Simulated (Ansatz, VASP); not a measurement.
One calculation of Mo, two programs

File INCAR:

```
SYSTEM = Mo
PREC = Accurate
ENCUT = 520
EDIFF = 1E-7
ISMEAR = -1
SIGMA = 0.1
LREAL = .False.
LASPH = .True.
NELM = 100
ALGO = Normal
ISIF = 2
LWAVE = .False.
LCHARG = .False.
GGA = PS
NBANDS = 13
```

File KPOINTS:

```
regular mesh
0
Gamma
  14 14 14
  0 0 0
```

The input POSCAR:

```
Mo
1.0
    2.5398751354      0.0000000000      0.0000000000
    0.0000000000      2.5398751354      0.0000000000
    0.0000000000      0.0000000000      2.5398751354
Mo
1
Direct
    0.0000000000      0.0000000000      0.0000000000
```

Input for Ansatz:

```yaml
crystal:
  lattice:
    - [2.5398751354, 0.0, 0.0]
    - [0.0, 2.5398751354, 0.0]
    - [0.0, 0.0, 2.5398751354]
  atoms:
    - { symbol: Mo, position: [0.0, 0.0, 0.0] }
hamiltonian:
  xc: pbesol
  pseudopotentials:
    kind: paw
    azcp:
      Mo: "pseudopotentials/Mo.paw.azcp"
basis:
  ecutwfc: 420
  fft_grid_basis: typed
kpoints:
  mp_grid: { grid: [14, 14, 14], shift: [0, 0, 0] }
magnetization:
  spin_polarized: false
scf:
  occupations: { method: fermi_dirac, width: 0.1 }
  lower_state_search: "off"
output:
  stress: true
```

Alike in both runs: task single point; functional PBEsol; k mesh 14 × 14 × 14; occupations fermi-dirac, width 0.1 eV; no spin polarisation.

|  | VASP | Ansatz |
| --- | --- | --- |
| version | VASP 6.6.1 | Ansatz 0.2.0 |
| potentials or method | VASP PAW PBE potentials, release 64 (Mo_sv) | plane waves (420 eV) with PAW, scalar-relativistic |
| plane-wave cutoff (eV) | 520 | 420 |
| valence electrons in the cell | 14 | 14 |

```tsv
	VASP	Ansatz	Ansatz less VASP
pressure (GPa)	8.5	7.8	-0.65
```

With one functional, cell and mesh, what is left measures potentials, basis and numerics. Ansatz warned: «pseudo_functional_mismatch».

Caveats: the PAW data sets were made with another functional, which shifts forces and pressure a little (VASP).
